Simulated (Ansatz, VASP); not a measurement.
**One calculation of Si, two programs**

```
Si
1.0
     2.64453    0.00000    0.00000
    -1.32226    2.29023    0.00000
     0.00000    0.00000    4.48345
Si
2
Direct
  0.33333 0.66667 0.25000
  0.66667 0.33333 0.75000
```

Alike in both runs: functional PBE; dispersion D3(BJ); k mesh 18 × 18 × 10; occupations fermi-dirac, width 0.15 eV; no spin polarisation.

Ansatz relaxed the structure, and its values are those at the end. VASP's run is a single point on that final structure, the one shown.

|  | VASP | Ansatz |
| --- | --- | --- |
| version | VASP 6.6.1 | Ansatz 0.2.0 |
| potentials or method | VASP PAW PBE potentials, release 64 (Si) | scalar-relativistic, plane waves, PAW |
| plane-wave cutoff (eV) | 520 | 420 |
| valence electrons in the cell | 8 | 8 |

```tsv
	VASP	Ansatz	Ansatz less VASP
gap on the k mesh at the Fermi level (eV)	none	none	-
pressure (GPa)	0.0	0.0	+0.05
```

A gap of «none» marks a metal or a gap that the smearing closes. The functional is the same, so the differences come from potentials, cutoffs and numerics.

Caveats: pairwise dispersion overbinds metals, which lowers pressure and volume.
